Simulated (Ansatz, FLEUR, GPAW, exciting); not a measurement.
## One calculation of AlCu3, 4 ways

```xyz
4
Lattice="0.0000 2.8880 2.8880 2.8880 0.0000 2.8880 2.8880 2.8880 0.0000" Properties=species:S:1:pos:R:3 pbc="T T T"
Cu    4.3320    4.3320    4.3320
Cu    1.4440    1.4440    1.4440
Cu    2.8880    2.8880    2.8880
Al    0.0000    0.0000    0.0000
```

The cell comes from a database or a generator and needn't be the stable form of this composition.

Alike in all runs: task equation of state; functional PBEsol; k mesh 8 × 8 × 8; occupations fermi-dirac, width 0.05 eV; no spin polarisation; no spin-orbit coupling.

```tsv
program and potentials	plane-wave cutoff (eV)	notes	equilibrium volume (Å³/atom)	bulk modulus (GPa)
Ansatz, all-electron LAPW, scalar-relativistic	-	-	11.98	152.0
exciting, all-electron LAPW+lo, shipped species files, valence relativity iora*	-	-	11.99	152.3
GPAW, PAW data sets generated for this functional	600	this data set often lies off other programs	12.11	149.1
FLEUR, all-electron, FLAPW	-	-	11.98	152.1
```

The equilibrium volume spans 11.98 (FLEUR, all-electron, FLAPW) to 12.11 Å³/atom (GPAW, PAW data sets generated for this functional), with all-electron results at 11.98 to 11.99. The bulk modulus spans 149.1 (GPAW, PAW data sets generated for this functional) to 152.3 GPa (exciting, all-electron LAPW+lo, shipped species files, valence relativity iora*), with all-electron results at 152.0 to 152.3. For a metal such a mesh isn't converged, which the comparison doesn't need.

Differences between rows come from potentials, basis sets and numerical settings, since the functional is the same but for its coding. Runs on potential files found faulty are left out.
